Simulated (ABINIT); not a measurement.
Planning a run of ABINIT 10.8.3 on SiC (F-43m). The input:

```
acell 3*1.0 Angstrom
rprim 
  -0.000000000000 2.179000000000 2.179000000000
  2.179000000000 -0.000000000000 2.179000000000
  2.179000000000 2.179000000000 -0.000000000000
ntypat 2
znucl 14 6
natom 2
typat 1 2
xred 
  0.000000000000 0.000000000000 0.000000000000
  0.250000000000 0.250000000000 0.250000000000
pp_dirpath "pseudos"
pseudos "Si.upf, C.upf"
ecut 37
ngkpt 6 6 6
nshiftk 1
shiftk 0 0 0
kptopt 1
chksymbreak 0
istwfk *1
occopt 1
irdwfk 1
optdriver 3
nband 103
ecuteps 9
inclvkb 2
awtr 1
symchi 1
irdqps 1
gwcalctyp 10
nqptdm 15
qptdm 
  0.1666666667 0.0000000000 0.0000000000
  0.3333333333 0.0000000000 0.0000000000
  0.5000000000 0.0000000000 0.0000000000
  0.1666666667 0.1666666667 0.0000000000
  0.3333333333 0.1666666667 0.0000000000
  0.5000000000 0.1666666667 0.0000000000
  -0.3333333333 0.1666666667 0.0000000000
  -0.1666666667 0.1666666667 0.0000000000
  0.3333333333 0.3333333333 0.0000000000
  0.5000000000 0.3333333333 0.0000000000
  -0.3333333333 0.3333333333 0.0000000000
  0.5000000000 0.5000000000 0.0000000000
  0.5000000000 0.3333333333 0.1666666667
  -0.3333333333 0.3333333333 0.1666666667
  -0.3333333333 0.5000000000 0.1666666667
indata_prefix "in"
outdata_prefix "out"
tmpdata_prefix "tmp"
```

```sh
OMP_NUM_THREADS=1 mpirun -n 8 abinit run.abi > log; mrgscr < mrgscr.stdin
```

Q: How long will it take on 8 MPI ranks of Arm Neoverse V2, shared host, and how much memory?

It took 18 s; on shared hardware allow 8.8 s to 35 s. Peak host memory was 1.1 GiB.

[Paths, hosts, dates, memory and timing lines, banners, echoed tables and standing remarks are left out of the program output.]

[Logs are printed without paths, hosts, clocks, repeated set-up lines and the standing remarks that a program may print on its own settings, such as how far it seeks lower states.]

[Runs of the session that timed out or met a known fault of the program may be left out.]

[Hosts, paths, dates, database ids (printed as entryN), source tags and the programs' standing remarks are cut or masked in the printed files.]

[G0W0 gaps are taken among the corrected bands and points alone; a level outside them can change the order at an edge.]

[Where Ansatz stands beside ABINIT at settings called matched, ABINIT's density can come from a denser mesh and the files from another edition; pairs whose starting gaps differed by over 0.03 eV were left out, so agreement reads better than it is.]
